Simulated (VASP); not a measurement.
# VASP 6.6.1, PBE single-point calculation, CdTe (strained zincblende)

INCAR

```
ISIF = 2
LCHARG = .TRUE.
SIGMA = 0.02
LWAVE = .FALSE.
PREC = Accurate
ISMEAR = -1
NBANDS = 16
LASPH = .TRUE.
NELM = 120
EDIFF = 1E-7
NSW = 0
GGA = PE
LELF = .TRUE.
LREAL = .FALSE.
ENCUT = 520
IBRION = -1
```

KPOINTS

```
KPOINTS created by Atomic Simulation Environment
0
Gamma
6 6 6
0 0 0
```

KPOINTS_OPT

```
special points
6
Reciprocal
0.0000000000 0.0000000000 0.0000000000 1
-0.5000000000 -0.5000000000 0.0000000000 1
-0.3750000000 -0.3750000000 0.2500000000 1
-0.3750000000 0.0000000000 0.3750000000 1
0.0000000000 0.0000000000 0.5000000000 1
-0.5000000000 -0.2500000000 0.2500000000 1
```

POSCAR

```
Cd Te
 1.0000000000000000
     0.0000000000000000    3.2799551162000000    3.3127546673000001
     3.2799551162000000    0.0000000000000000    3.3127546673000001
     3.2799551162000000    3.2799551162000000    0.0000000000000000
 Cd  Te
   1   1
Cartesian
  0.0000000000000000  0.0000000000000000  0.0000000000000000
  1.6399775581000000  1.6399775581000000  1.6563773336500001
```

VASP ran with the recommended PBE PAW datasets (18 valence electrons in the cell).

Command

```
mpirun -np 1 vasp_std
```

From OUTCAR

```
k-points           NKPTS =     30   k-points in BZ     NKDIM =     30   number of bands    NBANDS=     16

   NELECT =      18.0000    total number of electrons

   dimension x,y,z NGX =    36 NGY =   36 NGZ =   36
   dimension x,y,z NGXF=    72 NGYF=   72 NGZF=   72

  energy-cutoff  :      520.00
  volume of cell :       71.28
      direct lattice vectors                 reciprocal lattice vectors
     0.000000000  3.279955116  3.312754667    -0.152441110  0.152441110  0.150931792
     3.279955116  0.000000000  3.312754667     0.152441110 -0.152441110  0.150931792
     3.279955116  3.279955116  0.000000000     0.152441110  0.152441110 -0.150931792

 k-points in reciprocal lattice and weights: KPOINTS created by Atomic Simulation Env
   0.00000000  0.00000000  0.00000000       0.005
   0.16666667 -0.00000000  0.00000000       0.037
   0.33333333 -0.00000000  0.00000000       0.037
   0.50000000 -0.00000000  0.00000000       0.019
   0.16666667  0.16666667  0.00000000       0.009
   0.33333333  0.16666667  0.00000000       0.037
   0.50000000  0.16666667  0.00000000       0.037
  -0.33333333  0.16666667  0.00000000       0.037
   ...

 E-fermi :   2.2690

 k-point     1 :       0.0000    0.0000    0.0000
  band No.  band energies     occupation
      1      -8.9770      2.00000
      2      -6.2024      2.00000
      3      -6.2000      2.00000
      4      -6.2000      2.00000
      5      -5.9739      2.00000
      6      -5.9729      2.00000
      7       1.9201      2.00000
      8       1.9520      2.00000
      9       1.9520      2.00000
     10       2.5709      0.00000
     11       6.5690      0.00000
     12       6.5690      0.00000
     13       6.5723      0.00000
     14       9.3404      0.00000
     15      11.1465      0.00000
     16      11.2826      0.00000

 k-point     2 :       0.1667   -0.0000    0.0000
  band No.  band energies     occupation
      1      -8.8877      2.00000
      2      -6.1854      2.00000
      3      -6.1837      2.00000
      4      -6.1220      2.00000
      5      -5.9745      2.00000
      6      -5.9741      2.00000
      7       0.2607      2.00000
      8       1.7203      2.00000
      9       1.7488      2.00000
     10       3.6852      0.00000
     11       6.6431      0.00000
     12       6.8869      0.00000
     13       6.8909      0.00000
     14      10.3014      0.00000
     15      10.3792      0.00000
     16      10.4289      0.00000

 k-point     3 :       0.3333   -0.0000    0.0000
  band No.  band energies     occupation
      1      -8.7098      2.00000
      2      -6.1576      2.00000
      3      -6.1555      2.00000
      4      -5.9713      2.00000
      5      -5.9704      2.00000
      6      -5.8691      2.00000
      7      -1.4603      2.00000
      8       1.3647      2.00000
      9       1.4054      2.00000
     10       3.8089      0.00000
     11       7.1471      0.00000
     12       7.1896      0.00000
     13       8.0807      0.00000
     14      10.0116      0.00000
     15      10.7666      0.00000
     16      10.7741      0.00000

 k-point     4 :       0.5000   -0.0000    0.0000
  band No.  band energies     occupation
      1      -8.6229      2.00000
      2      -6.1468      2.00000
      3      -6.1444      2.00000
      4      -5.9664      2.00000
      5      -5.9646      2.00000
      6      -5.6566      2.00000
      7      -2.2277      2.00000
      8       1.2094      2.00000
      9       1.2554      2.00000
     10       3.7109      0.00000
     11       7.1165      0.00000
     12       7.1707      0.00000
     13       8.9762      0.00000
     14      10.4301      0.00000
     15      12.1067      0.00000
     16      12.1643      0.00000

 k-point     5 :       0.1667    0.1667    0.0000
  band No.  band energies     occupation
      1      -8.8593      2.00000
      2      -6.1673      2.00000
      3      -6.1673      2.00000
      4      -6.1219      2.00000
      5      -5.9813      2.00000
      6      -5.9665      2.00000
      7       0.2158      2.00000
      8       1.4075      2.00000
      9       1.4075      2.00000
     10       4.2795      0.00000
     11       5.7315      0.00000
     12       7.4594      0.00000
     13       7.4594      0.00000
     14       9.0929      0.00000
     15      10.9869      0.00000
     16      11.5161      0.00000

 k-point     6 :       0.3333    0.1667    0.0000
  band No.  band energies     occupation
      1      -8.7125      2.00000
      2      -6.1460      2.00000
      3      -6.1357      2.00000
      4      -6.0105      2.00000
      5      -5.9619      2.00000
      6      -5.8993      2.00000
      7      -1.0618      2.00000
      8       0.9041      2.00000
      9       1.0363      2.00000
     10       4.7195      0.00000
     11       6.0168      0.00000
     12       7.6478      0.00000
     13       8.0219      0.00000
     14       9.7175      0.00000
     15      11.6236      0.00000
     16      11.6477      0.00000

 k-point     7 :       0.5000    0.1667    0.0000
  band No.  band energies     occupation
      1      -8.5973      2.00000
      2      -6.1336      2.00000
      3      -6.1220      2.00000
      4      -5.9851      2.00000
      5      -5.9637      2.00000
      6      -5.6351      2.00000
      7      -2.0433      2.00000
      8       0.3966      2.00000
      9       0.9631      2.00000
     10       4.6604      0.00000
     11       6.6500      0.00000
     12       7.8758      0.00000
     13       8.4758      0.00000
     14      10.6638      0.00000
     15      11.8180      0.00000
     16      12.2024      0.00000

 k-point     8 :      -0.3333    0.1667    0.0000
  band No.  band energies     occupation
      1      -8.6244      2.00000
      2      -6.1348      2.00000
      3      -6.1344      2.00000
      4      -5.9766      2.00000
      5      -5.9743      2.00000
      6      -5.7019      2.00000
      7      -1.8063      2.00000
      8       0.2730      2.00000
      9       1.2356      2.00000
     10       4.6906      0.00000
     11       6.9125      0.00000
     12       7.5734      0.00000
     13       8.1702      0.00000
     14      10.3848      0.00000
     15      11.0501      0.00000
     16      12.1995      0.00000

 k-point     9 :      -0.1667    0.1667    0.0000
  band No.  band energies     occupation
      1      -8.7686      2.00000
      2      -6.1653      2.00000
      3      -6.1545      2.00000
      4      -6.0089      2.00000
      5      -5.9815      2.00000
      6      -5.9454      2.00000
      7      -0.6735      2.00000
      8       0.7804      2.00000
      9       1.6423      2.00000
     10       4.4807      0.00000
     11       6.5965      0.00000
     12       7.1128      0.00000
     13       7.4575      0.00000
     14       9.6964      0.00000
     15      10.8647      0.00000
     16      11.5795      0.00000

 k-point    10 :       0.3333    0.3333    0.0000
  band No.  band energies     occupation
      1      -8.6280      2.00000
      2      -6.0970      2.00000
      3      -6.0970      2.00000
      4      -6.0444      2.00000
      5      -5.9537      2.00000
      6      -5.7963      2.00000
      7      -1.4227      2.00000
      8       0.5926      2.00000
      9       0.5926      2.00000
     10       4.7467      0.00000
     11       5.1090      0.00000
     12       9.1326      0.00000
     13       9.3202      0.00000
     14       9.3202      0.00000
     15      12.1587      0.00000
     16      13.6768      0.00000

 k-point    11 :       0.5000    0.3333    0.0000
  band No.  band energies     occupation
      1      -8.5446      2.00000
      2      -6.0946      2.00000
      3      -6.0788      2.00000
      4      -6.0264      2.00000
      5      -5.9547      2.00000
      6      -5.5798      2.00000
      7      -1.9805      2.00000
      8      -0.0317      2.00000
      9       0.4715      2.00000
     10       4.8279      0.00000
     11       5.6770      0.00000
     12       8.8111      0.00000
     13       9.5309      0.00000
     14      10.7963      0.00000
     15      12.5072      0.00000
     16      13.1726      0.00000

 k-point    12 :      -0.3333    0.3333    0.0000
  band No.  band energies     occupation
      1      -8.5438      2.00000
      2      -6.1123      2.00000
      3      -6.0953      2.00000
      4      -5.9948      2.00000
      5      -5.9694      2.00000
      6      -5.5247      2.00000
      7      -1.9934      2.00000
      8      -0.4777      2.00000
      9       0.7569      2.00000
     10       5.0128      0.00000
     11       6.9826      0.00000
     12       8.7133      0.00000
     13       8.8075      0.00000
     14       9.3959      0.00000
     15      10.9046      0.00000
     16      13.9195      0.00000

 ...

  Total        0.3484938      0.3484938      0.2764565      0.0000000      0.0000000      0.0000000
  in kB        7.8334040      7.8334040      6.2141591      0.0000000      0.0000000      0.0000000
  external PRESSURE =       7.2936557 kB  Pullay stress =       0.0000000 kB

 POSITION                                       TOTAL-FORCE (eV/Angst)
 -----------------------------------------------------------------------------------
      0.00000      0.00000      0.00000        -0.000000     -0.000000      0.000000
      1.63998      1.63998      1.65638         0.000000      0.000000      0.000000
 -----------------------------------------------------------------------------------
    total drift:                               -0.000000     -0.000000     -0.000001

  FREE ENERGIE OF THE ION-ELECTRON SYSTEM (eV)
  ---------------------------------------------------
  free  energy   TOTEN  =        -4.8036683907 eV

  energy  without entropy=       -4.8036683890  energy(sigma->0) =       -4.80366839
```

The gap between bands v and c is 0.62 eV and the least direct gap is 0.62 eV. The pressure is 0.7 GPa.

Band v is the last that the valence electrons fill when counted band by band, and c is the next.

The run took about 35 s on one core of a shared host (Intel Xeon Platinum 8488C) and held 0.23 GiB at most.
